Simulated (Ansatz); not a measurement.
Crystal: ZnSe (Stilleite).

```
Se Zn
1.0
     0.00000    2.83380    2.83380
     2.83380    0.00000    2.83380
     2.83380    2.83380    0.00000
Se Zn
1 1
Direct
  0.75000 0.75000 0.75000
  0.00000 0.00000 0.00000
```

A run of Ansatz 0.2.0 on this cell left the log below. Logs are shortened: lines on timing, memory, paths and dates and some standing lists are left out, and cuts for length are marked.

```text
Warning: RAYON_NUM_THREADS=1 ignored (pool sized by the plan → 1); use --threads N
The last accepted step is kept in <dir> (removed where the run ends without a failure and the disk answers)
LAPW: plane waves up to 9.387 Å⁻¹, error target 1.0e-3 eV per atom; small_component_spin mean_spin; Zn in spheres of 1.207 Å, 20 of its electrons in bands, Dirac shells []; Se in spheres of 1.173 Å, 24 of its electrons in bands, Dirac shells [] (how accurate: hamiltonian.pseudopotentials.lapw.basis_error, Limitations)
Engine: ansatz 0.2.0, aarch64-unknown-linux-gnu
Pseudopotentials: kind: all_electron
Pseudopotential: Se, LAPW, valence charge 24, lapw/all_electron/scalar/gaussian/Se, Koelling and Harmon's equation, gaussian nucleus
Pseudopotential: Zn, LAPW, valence charge 20, lapw/all_electron/scalar/gaussian/Zn, Koelling and Harmon's equation, gaussian nucleus
Functional definition: PBE
  parameter kappa = 0.804
  parameter beta = 0.06672455060314922
  exchange = pbe_x(kappa = kappa, mu = beta*pi^2/3)
  correlation = pbe_c(beta = beta)
Crystal: 2 atoms, lattice volume = 45.513 Å³
Basis set: ecut = 335.71705004214476 eV, 609 PW (Γ), exchange–correlation at level 2
Bands: 27, of which v1, the nominal top of the filled ones, is band 22 counted from 1 (21 counted from 0)
Symmetry: 24 space group operations
Space group: F-43m (ITA 216), of the structure as read, at distance tolerance 3.6e-5 Å
k-points: 29 of 512 (time reversal used)
Non-local potential: Se, projectors of the file, none
Non-local potential: Zn, projectors of the file, none
Initial density: superposition of atomic densities (chi_scale 0.1, normalization cell, long waves kept (reshape's long-wave potential 0.00 eV rms))
Initial wavefunctions: plane waves of lowest kinetic energy (no species holds an atomic orbital)
Functional: x = pbe(κ = 0.804, μ = 0.2195149727645171), c = pbe(β = 0.06672455060314922)
iter 1 solved again at ethr=1.69e-3 eV; its pass at ethr=1.00e-1 eV (dr2=7.43e-1 eV) is discarded
SCF iter   1: F=—  HF=-115000.392621 eV  |F-HF|=—  |Δ(HF+E_count)|=         —  Δρ=3.13e-2  dr2=7.44e-1  ethr=1.69e-3  ⟨swp⟩=2.0  Hψ=4879  notcnv=0
preconditioner: auto → none  [insulator: Δε(μ)=1.545 eV  Ē_g=12.185 eV  σ=0.050 eV  W_gap=1.00  n_scr=14 (ndim 8)  ℏωp=23.4 eV  f_vac=0.191  D(μ)=0.00/eV (n_scr^D=0)  ε∞_Penn≈4.7]
iter 2 solved again at ethr=7.56e-5 eV; its pass at ethr=1.69e-3 eV (dr2=3.33e-2 eV) is discarded
SCF iter   2: F=—  HF=-115000.177718 eV  |F-HF|=—  |Δ(HF+E_count)|=   2.15e-1  Δρ=9.73e-3  dr2=3.33e-2  ethr=7.56e-5  ⟨swp⟩=2.0  Hψ=3995  notcnv=0
[... 37 lines left out ...]
SCF iter   2: F=-115000.113304 eV  HF=-115000.113304 eV  |F-HF|=1.89e-10  |Δ(HF+E_count)|=   3.18e-8  Δρ=1.64e-6  dr2=1.27e-9  ethr=9.51e-12  ⟨swp⟩=3.0  Hψ=2321  notcnv=0
SCF 4 converged in 2 iterations: F = -115000.113304 eV  dr2 = 1.27e-9
relax step   4: F+E_penalty+E_count = -115000.11330374 eV  Δ(F+E_penalty+E_count) = -5.646e-8 eV  max|allowed force component| = 7.055e-17 eV/Å  Δτ_max = 0.0000 Å  P = +0.031 GPa  Ω = 47.093 Å³  stress off target by 3.14e-2 GPa  SCF on the basis re-selected at this cell (its energy is not comparable with the rows above)  (2 SCF iters)
basis re-selected at this cell: Δ(F+E_penalty+E_count) = -5.646e-8 eV, ΔP = -0.000 GPa vs the last step (what re-selecting the basis moved, after the strain that the cell walked since its last selection, with what the two solves' SCF thresholds leave and, on support functions, any second-order correction that the steps lacked; it is no measure of the basis error at this ecutwfc). This SCF's stress stands 3.14e-2 GPa from its target on what of the cell is left free (relax.cell.stress_tol is 5.00e-2 GPa) and its largest allowed force component is 7.05e-17 eV/Å (relax.f_tol is 2.00e-2 eV/Å): within both
SCF converged after 2 iterations
Free energy (F): -115000.113304 eV
Harris-Foulkes:  -115000.113304 eV  (|F-HF|=1.89e-10)
Internal energy: -115000.113304 eV  (E = F + TS)
E sigma→0 (E₀):  -115000.113304 eV
Entropy (-TS):   -0.000000 eV (-0.000 meV/atom)
Fermi energy:    8.155446 eV
--- Per-component energies (eV) ---
  E_band       = -2256.458447
  E_kinetic    = 117466.239424
  E_xc         = -4346.327512
  E_electrostatic = -228120.025215  (all electrons and nuclei)
  E_smearing   = -0.000000  (= −TS)
  E_closure    = 0.000000  (closes the sum)
  E_atoms      = -114994.086913  (free atoms, spherical and without spin; not in F)
  Σ components = -115000.113304   (vs F -115000.113304, Δ=0.00e0)
  Basis errors (estimates in eV, not in F): energy 4.1e-4 per atom: plane waves 3.8e-4 (2.2e-4 summed), levels above the bands 7.2e-68, relativity 4.8e-8, radial functions 3.3e-5, core shells 1.1e-10; eigenvalues (radial functions only) 5.4e-7; not estimated: angular momenta, meshes, grids; target (lapw.basis_error) 1.0e-3; muffin-tin radii Zn 1.221 Å, Se 1.187 Å
--- Forces (eV/Å), atoms counted from 1 ---
  atom   1  Se    -0.00000000     0.00000000     0.00000000
  atom   2  Zn     0.00000000    -0.00000000    -0.00000000
  max |Σ_I F_I| component: 1.16e-17 eV/Å
--- Stress (GPa, compression-positive) ---
        0.031416      -0.000000      -0.000000
       -0.000000       0.031416       0.000000
       -0.000000       0.000000       0.031416
  P = ⅓ Tr σ = 0.0314 GPa (0.314 kbar)
--- Relaxed structure (3 steps of the walk, 3 accepted, 1 SCFs on fresh bases) ---
  F+E_penalty+E_count = -115000.11330374 eV   max|allowed force component| = 7.055e-17 eV/Å   (the final SCF, on the basis selected at the relaxed cell)
  cell:  # Å, volume = 47.0933 Å³
    - [2.0063027379526388e-34, 2.866221775585449, 2.866221775585449]
    - [2.866221775585449, -2.1973791891862235e-34, 2.866221775585449]
    - [2.866221775585449, 2.866221775585449, -1.9107645123358462e-34]
  atoms:
    - { symbol: Se, position: [0.75, 0.75, 0.75] }
    - { symbol: Zn, position: [-1.5512864023273117e-34, -2.4866598919222737e-35, 2.230914443963008e-34] }
```

**Question.** Write the input and the command behind it.

**Answer.** Relaxation of cell and atoms with PBE, no spin polarisation. The files as run (others can give the same):

input.yaml
```yaml
crystal:
  lattice:
    - [0.0, 2.8338, 2.8338]
    - [2.8338, 0.0, 2.8338]
    - [2.8338, 2.8338, 0.0]
  atoms:
    - { symbol: Se, position: [0.75, 0.75, 0.75] }
    - { symbol: Zn, position: [0.0, 0.0, 0.0] }
kpoints:
  mp_grid: { grid: [8, 8, 8] }
scf:
  occupations: { method: fermi_dirac, width: 0.05 }
hamiltonian:
  xc: pbe
  pseudopotentials: { kind: all_electron, lapw: { basis_error: 0.001 } }
output:
  forces: true
  stress: true
relax:
  f_tol: 0.02
  max_steps: 60
  cell: {}
```

Potentials or basis: all-electron LAPW, scalar-relativistic.
The run is started by
```bash
$ ansatz run input.yaml --threads 1 --pin off --max-ram 3072MiB --backend cpu --events-out ev --progress --plain --runs-dir out
```
